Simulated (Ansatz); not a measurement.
**CdS: elastic constants**

Aim: the elastic tensor from the stress of slightly strained cells, and the moduli that follow. Runs: cell and atoms relaxed (PAW); reference run (PAW); ions clamped (PAW); cell relaxed at 5 GPa (PAW); at 5 GPa (PAW).

Method: DFT PBEsol, frozen-core PAW, scalar-relativistic unless said, in Ansatz 0.2.0.

## (1) The structure to begin with

The structure is cubic, space group F-43m (No. 216). Conventional cell: a = 5.833 Å, b = 5.833 Å, c = 5.833 Å, α = 90.00°, β = 90.00°, γ = 90.00°. Cd (site symmetry -43m) is surrounded by 4 S at 2.53 Å. S (site symmetry -43m) has 4 Cd at 2.53 Å as nearest neighbours.

Coordinates:

```cif
data_structure
_symmetry_space_group_name_H-M 'F-43m'
_symmetry_Int_Tables_number 216
_cell_length_a 5.8330
_cell_length_b 5.8330
_cell_length_c 5.8330
_cell_angle_alpha 90.000
_cell_angle_beta 90.000
_cell_angle_gamma 90.000
_cell_volume 198.46
loop_
_atom_site_label
_atom_site_type_symbol
_atom_site_symmetry_multiplicity
_atom_site_Wyckoff_symbol
_atom_site_fract_x
_atom_site_fract_y
_atom_site_fract_z
_atom_site_occupancy
Cd1 Cd 4 a 0.00000 0.00000 0.00000 1
S1 S 4 c 0.25000 0.25000 0.25000 1
```

Cartesian axes are those of the input's lattice vectors. The structure goes back to a database entry.

## (2) Cell and atoms relaxed, PAW

File input.yaml:

```yaml
crystal:
  lattice:
    - [0.0, 2.9165, 2.9165]
    - [2.9165, 0.0, 2.9165]
    - [2.9165, 2.9165, 0.0]
  atoms:
    - { symbol: Cd, position: [0.0, 0.0, 0.0] }
    - { symbol: S, position: [0.75, 0.75, 0.75] }
kpoints:
  mp_grid: { grid: [14, 14, 14] }
scf:
  occupations: { method: fermi_dirac, width: 0.05 }
hamiltonian:
  xc: pbesol
  pseudopotentials: { kind: paw }
relax:
  f_tol: 0.002
  max_steps: 80
  cell: {}
output:
  forces: true
  stress: true
  write_density: true
  write_potential: true
  elf: true
  volumetric_format: npy
```

Run with:

```
$ ansatz run input.yaml --threads 1 --pin off --max-ram 2560MiB --backend cpu --events-out ev --progress --plain --runs-dir out
```

## (3) Reference run, PAW

File input.yaml:

```yaml
crystal:
  lattice:
    - [0.0, 2.91228079805, 2.91228079805]
    - [2.91228079805, 0.0, 2.91228079805]
    - [2.91228079805, 2.91228079805, 0.0]
  atoms:
    - { symbol: Cd, position: [0.0, 0.0, 0.0] }
    - { symbol: S, position: [0.75, 0.75, 0.75] }
kpoints:
  mp_grid: { grid: [8, 8, 8] }
scf:
  occupations: { method: fixed }
hamiltonian:
  xc: pbesol
  pseudopotentials: { kind: paw }
elastic:
  mode: relaxed_ion
  stencil: four_point
  amplitude: 0.005
```

## (4) Ions clamped, PAW

Edit input.yaml of step 3 so:

```diff
@@ -16,3 +16,3 @@
 elastic:
-  mode: relaxed_ion
+  mode: clamped_ion
   stencil: four_point
```

## (5) Cell relaxed at 5 GPa, PAW

Edit input.yaml of step 4 so:

```diff
@@ -15,5 +15,12 @@
   pseudopotentials: { kind: paw }
-elastic:
-  mode: clamped_ion
-  stencil: four_point
-  amplitude: 0.005
+relax:
+  f_tol: 0.002
+  max_steps: 80
+  cell: { p_target: 5 }
+output:
+  forces: true
+  stress: true
+  write_density: true
+  write_potential: true
+  elf: true
+  volumetric_format: npy
```

## (6) At 5 GPa, PAW

File input.yaml:

```yaml
crystal:
  lattice:
    - [0.0, 2.84559449664, 2.84559449664]
    - [2.84559449664, 0.0, 2.84559449664]
    - [2.84559449664, 2.84559449664, 0.0]
  atoms:
    - { symbol: Cd, position: [0.0, 0.0, 0.0] }
    - { symbol: S, position: [0.75, 0.75, 0.75] }
kpoints:
  mp_grid: { grid: [8, 8, 8] }
scf:
  occupations: { method: fixed }
hamiltonian:
  xc: pbesol
  pseudopotentials: { kind: paw }
elastic:
  mode: relaxed_ion
  stencil: four_point
  amplitude: 0.005
```

(Steps that only read results are left out.)

Q: Predict the outcome of this session. Wanted: C11; C12; C44; bulk, shear and Young's modulus; Debye temperature from sound speeds; universal anisotropy index.

As calculated:

| quantity | value |
| --- | --- |
| C11 (PAW) | 74 GPa |
| C12 (PAW) | 55 GPa |
| C44 (PAW) | 26 GPa |
| bulk, shear and Young's modulus | 61, 18, 48 GPa |
| Debye temperature from sound speeds | 217 K |
| universal anisotropy index | 1.29 |

All eigenvalues are positive, so the crystal is mechanically stable; by PAW K = 61 and G = 18 GPa, K/G = 3.48, on the ductile side of Pugh's rough line at 1.75, which was drawn for metals. Young's modulus runs from 28 to 69 GPa with direction. Letting the ions relax lowers C44 most, from 53 to 26 GPa. At 5 GPa K rises to 84 GPa. Cautions: frozen-core PAW files fitted under PBE, their cores solved anew for the functional of the run; constants at zero field, no piezoelectric stiffening.
